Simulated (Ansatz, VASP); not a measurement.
**Two plane-wave programs on PbF2**

File INCAR:

```
  PREC = Accurate
  ENCUT = 520
  EDIFF = 1E-7
  ISMEAR = 0
  SIGMA = 0.1
  LREAL = F
  LASPH = T
  NELM = 80
  ALGO = Normal
  ISIF = 2
  LWAVE = F
  LCHARG = T
  GGA = PE
  LELF = T
  LVHAR = T
  NBANDS = 21
```

File KPOINTS:

```
regular mesh
0
Gamma
  2 2 2
```

File POSCAR:

```
PbF2
1.0
    0.0000000000      2.9579484323      2.9579484323
    2.9579484323      0.0000000000      2.9579484323
    2.9579484323      2.9579484323      0.0000000000
Pb F
1 2
Direct
    0.0000870043     -0.0190631250      0.0090756718
    0.7389880485      0.7567040376      0.7500754305
    0.2599876240      0.2437843836      0.2465939715
```

Input for Ansatz:

```yaml
crystal:
  lattice:
    - [0.0, 2.9579484323, 2.9579484323]
    - [2.9579484323, 0.0, 2.9579484323]
    - [2.9579484323, 2.9579484323, 0.0]
  atoms:
    - { symbol: Pb, position: [8.70043e-05, -0.019063125, 0.0090756718] }
    - { symbol: F, position: [0.7389880485, 0.7567040376, 0.7500754305] }
    - { symbol: F, position: [0.259987624, 0.2437843836, 0.2465939715] }
  symmetry: { detect: true }
basis:
  ecutwfc: 420
kpoints:
  mp_grid: { grid: [2, 2, 2] }
hamiltonian:
  xc: pbe
scf:
  occupations: { method: gaussian, width: 0.1 }
output:
  forces: true
  stress: true
  eigenvalues: true
```

Alike in both runs: task single point; functional PBE; k mesh 2 × 2 × 2; occupations gaussian, width 0.1 eV; no spin polarisation.

```csv
,VASP,Ansatz
version,VASP 6.6.1,Ansatz 0.2.0
potentials or method,"VASP PAW PBE potentials, release 64 (Pb_d, F)","scalar-relativistic, plane waves, PAW"
plane-wave cutoff (eV),520,420
valence electrons in the cell,28,28
```

```tsv
	VASP	Ansatz	Ansatz less VASP
gap on the k mesh at the Fermi level (eV)	4.33	4.33	+0.006
least direct gap on the mesh (eV)	4.55	4.55	+0.002
pressure (GPa)	3.6	3.8	+0.19
largest component of the traceless stress (GPa)	0.52	0.51	-0.008
rms of the force components (eV/Å)	0.091	0.090	-0.0006
```

Atom by atom the forces differ by 0.001 eV/Å (rms over components).

Caveats: the k mesh is coarse (spacing up to 0.92 Å⁻¹), so the values aren't converged; spin-orbit coupling is left out, which as a rule narrows the gap of such compounds by several tenths of an eV. A k mesh can miss the band edges. As with any semilocal functional, this PBE gap is likely too small.
